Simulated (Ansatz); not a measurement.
A trial structure of C was built thus: 4-connected net of one element (P6_222, No. 180). The dimensions are guesses.

```
C
1.0
     2.96589    0.00000    0.00000
    -1.48294    2.56853    0.00000
     0.00000    0.00000    6.50786
C
9
Direct
  0.79930 0.20070 0.83333
  0.79930 0.59860 0.50000
  0.40140 0.20070 0.16667
  0.00000 0.00000 0.66667
  0.00000 0.00000 0.33333
  0.00000 0.00000 0.00000
  0.20070 0.79930 0.83333
  0.20070 0.40140 0.50000
  0.59860 0.79930 0.16667
```

Level of theory: Ansatz, DFT PBE, scalar-relativistic, plane waves, PAW. Cutoff 420 eV, Gaussian smearing, Γ-centred meshes. Cell and atoms relax first on a coarse mesh and then on a finer one. In between, the cell is made exact in the group found at 0.06 Å. In metals the finer mesh still leaves noise of several meV/atom or more. The steps can't lower the symmetry of their start. No spin polarisation in the relaxation; trial moments died out in a coarse test.

A guess keeps its type if space group and coordination stay and the shape of the cell changes little (axis ratios within about 15 %, angles within 6°); the volume may change.

Task: Does this structure survive the relaxation?

Result: It keeps its type. The symmetry stays P6_222 (No. 180). The volume per atom grows by 18.6 %, from 5.5 to 6.5 Å³. The shortest distance goes from 1.50 Å (C–C) to 1.52 Å (C–C). The ratio c/a of the conventional cell changes by a factor of 1.01. Counting neighbours within 15 % of an atom's shortest distance, the start has C 4 and the end C 4.

The last run used a 12×12×6 mesh (in the run's order of axes) for its 9-atom cell and Gaussian smearing of 0.10 eV. Symmetry constrained the relaxation, so the result can be a saddle point. Another cell of C relaxed alike, in P-3m1, lies 1.19 eV/atom lower, so this cell isn't the stable form at this level.
